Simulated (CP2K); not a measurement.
AlN under changes of volume

One of the cells (8.421 Å³/atom); the others are scaled copies at fixed shape and fractional positions:

```xyz
2
Lattice="2.8772 0.0000 0.0000 1.4386 2.4918 0.0000 1.4386 0.8306 2.3493" Properties=species:S:1:pos:R:3 pbc="T T T"
Al    2.8772    1.6612    1.1746
N     0.0000    0.0000    0.0000
```

Measurements of this composition are mostly on another form, of space group No. 186.

- Program: CP2K 2026.2
- Functional: PBE
- Potentials or basis: POTENTIAL_UZH Al GTH-PBE-q3, N GTH-PBE-q5; TZVP-MOLOPT-PBE-GTH basis
- Density cutoff: 6123 eV
- k mesh: 11 × 11 × 11
- Occupations: fermi-dirac, width 0.05 eV
- Spin: no spin polarisation

```tsv
volume (Å³/atom)	energy over the lowest point (meV/atom)	pressure (GPa)	gap on the mesh (eV)
7.916	25.16	17.0	5.13
8.085	10.71	10.7	4.93
8.253	2.50	5.0	4.74
8.421	0.00	-0.2	4.55
8.590	2.65	-4.8	4.37
8.758	?	?	?
8.927	21.56	-12.9	4.03
```

Q: What does the run at 8.758 Å³/atom give?

A: Energy over the lowest point 9.98 meV/atom; pressure -9.1 GPa; gap on the mesh 4.20 eV.

Worked out: A Birch-Murnaghan fit of order 3 (a polynomial in V^(-2/3)) to the other rows has its minimum at 8.42 Å³/atom with B0 = V·E''(V) = 245 GPa and B' = 3.8. It gives 9.94 meV/atom at 8.758 Å³/atom, against the run's 9.98, and -dE/dV = -9.0 GPa, against -9.1. A straight line through the other rows of the gap, of slope -9.16 eV per unit of ln V, gives 4.20 eV, against the run's 4.20.

Energies are extrapolated to zero smearing.

Caveats: an odd mesh through Γ misses points on the zone boundary, where band edges often lie; the basis of atomic orbitals isn't converged, which shifts pressures, moduli and gaps.
